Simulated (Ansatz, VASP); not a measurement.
## One calculation of S, two programs

```
S
1.0
     4.41428    0.00150    0.09698
     2.20456    5.30382    0.05821
     1.96014    0.00302    8.75628
S
6
Cartesian
  5.6099 2.1772 5.4332
  4.6308 3.3583 1.0643
  3.6757 4.0550 8.4657
  3.1575 4.8164 0.9930
  4.1366 0.7181 5.3730
  2.6942 1.4710 4.0827
```

Alike in both runs: functional PBE; k mesh 8 × 6 × 4; occupations gaussian, width 0.02 eV; no spin polarisation.

Ansatz relaxed the structure, and its values are those at the end. VASP's run is a single point on that final structure, the one shown.

```csv
,VASP,Ansatz
version,VASP 6.6.1,Ansatz 0.2.0
potentials or method,"VASP PAW PBE potentials, release 64 (S)","scalar-relativistic, plane waves, PAW"
plane-wave cutoff (eV),520,420
valence electrons in the cell,36,36
```

Ansatz gave:

| Quantity | Value |
| --- | --- |
| gap on the k mesh at the Fermi level (eV) | 2.37 |
| least direct gap on the mesh (eV) | 2.47 |
| pressure (GPa) | 0.0 |
| rms of the force components (eV/Å) | 0.003 |

Task: Estimate VASP's values.

Result: gap on the k mesh at the Fermi level (eV): 2.43; least direct gap on the mesh (eV): 2.52; pressure (GPa): -0.4; rms of the force components (eV/Å): 0.071.

A k mesh can miss the band edges.
